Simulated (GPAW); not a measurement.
WC (Qusongite): single point with PBE

The system is WC (Qusongite).

```
W C
1.0
     2.90650    0.00000    0.00000
    -1.45325    2.51710    0.00000
     0.00000    0.00000    2.83660
W C
1 1
Direct
  0.00000 0.00000 0.00000
  0.66667 0.33333 0.50000
```

```json
{
 "Program": "GPAW 26.7.0",
 "Task": "single point",
 "Functional": "PBE",
 "Potentials or basis": "GPAW PAW data sets (gpaw-data 1.2.1)",
 "Cutoff": "800 eV",
 "Basis": "pw",
 "k mesh": "10 × 10 × 9",
 "Occupations": "fermi-dirac, width 0.05 eV",
 "Spin": "no spin polarisation"
}
```

| Item | Value |
| --- | --- |
| Pressure | 5.4 GPa |
| Band gap on the k mesh | none (metal or under the smearing width) |

Stress tensor (GPa, compression positive):
```
5.59 0.00 0.00
0.00 5.59 0.00
0.00 0.00 4.92
```

Levels at points of the mesh, in eV from the Fermi level:
```csv
k point,band 6,band 7,band 8,band 9,band 10,band 11,band 12,band 13
"(0.00, 0.00, 0.00)",-4.30,-3.32,-3.32,0.08,3.23,3.23,5.62,5.62
"(0.50, 0.50, 0.00)",-7.02,-3.61,-3.56,-0.47,2.34,4.53,4.88,6.87
```

Run time: 12 s on 1 thread of Intel(R) Xeon(R) 6975P-C (Granite Rapids), with other jobs on the host, peak memory 0.17 GiB.

The run has no spin-orbit coupling, so splittings on W are missing.
